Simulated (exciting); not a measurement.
A run of exciting (release sodium) is set up as follows.

The input input.xml:

```xml
<input>
  <title>Ru</title>
  <structure speciespath="./" tshift="false">
    <crystal scale="1">
      <basevect>5.113220948012 0.000000000000 0.000000000000</basevect>
      <basevect>-2.556610474006 4.428179236217 0.000000000000</basevect>
      <basevect>0.000000000000 0.000000000000 8.091618293035</basevect>
    </crystal>
    <species speciesfile="Ru.xml" rmt="2.3">
      <atom coord="0.666666666700 0.333333333300 0.750000000000"/>
      <atom coord="0.333333333300 0.666666666700 0.250000000000"/>
    </species>
  </structure>
  <groundstate do="fromscratch" ngridk="11 11 6" rgkmax="9" gmaxvr="14" lmaxapw="10" lmaxmat="10" lmaxvr="8" xctype="GGA_PBE" stype="Gaussian" swidth="0.00040424" nempty="18" ValenceRelativity="iora*" epsengy="1e-05" epspot="1e-05" maxscl="60" tforce="true" outputlevel="high"/>
  <properties>
    <chargedensityplot>
      <plot3d>
        <box grid="14 14 22">
          <origin coord="0 0 0"/>
          <point coord="1 0 0"/>
          <point coord="0 1 0"/>
          <point coord="0 0 1"/>
        </box>
      </plot3d>
    </chargedensityplot>
    <elfplot>
      <plot3d>
        <box grid="14 14 22">
          <origin coord="0 0 0"/>
          <point coord="1 0 0"/>
          <point coord="0 1 0"/>
          <point coord="0 0 1"/>
        </box>
      </plot3d>
    </elfplot>
    <exccplot>
      <plot3d>
        <box grid="14 14 22">
          <origin coord="0 0 0"/>
          <point coord="1 0 0"/>
          <point coord="0 1 0"/>
          <point coord="0 0 1"/>
        </box>
      </plot3d>
    </exccplot>
  </properties>
</input>
```

Potentials or basis: all-electron LAPW+lo, shipped species files, valence relativity iora*.

Run with:

```bash
$ OMP_NUM_THREADS=1 exciting_smp
```

Task: What does it give for the band gap on the k mesh?

Result: None (metal or under the smearing width).
